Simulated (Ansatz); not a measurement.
Structure types of P at a series of pressures

All-electron LAPW in Ansatz 0.2.0 under PBE, scalar-relativistic, energies extrapolated to zero smearing, no spin–orbit coupling; spin polarisation is left out. At each pressure a set of structure types was relaxed with symmetry kept. The table gives H = E + pV above the lowest type of that row in meV/atom (up to 5 of noise); a dash means not tried or turned into another type. Real phases may be missing from the set. k spacings are near 0.17 to 0.21 Å⁻¹, smearing 0.05 to 0.1 eV.

Q: Among bcc, sc, simple hexagonal, hcp, fcc, diamond, which leads at 15, 27, 72, 270 GPa?

A: sc at 15 GPa; sc at 27 GPa; sc at 72 GPa; bcc at 270 GPa.

| p (GPa) | V of the lowest (Å³/atom) | bcc | sc | simple hexagonal | hcp | fcc | diamond |
| --- | --- | --- | --- | --- | --- | --- | --- |
| 15 | 13.15 | 553 | 0 | 349 | – | 736 | 862 |
| 27 | 12.43 | 496 | 0 | 326 | – | 697 | 1058 |
| 72 | 10.67 | 303 | 0 | 207 | 463 | 540 | – |
| 270 | 7.18 | 0 | 555 | 45 | 29 | 185 | – |
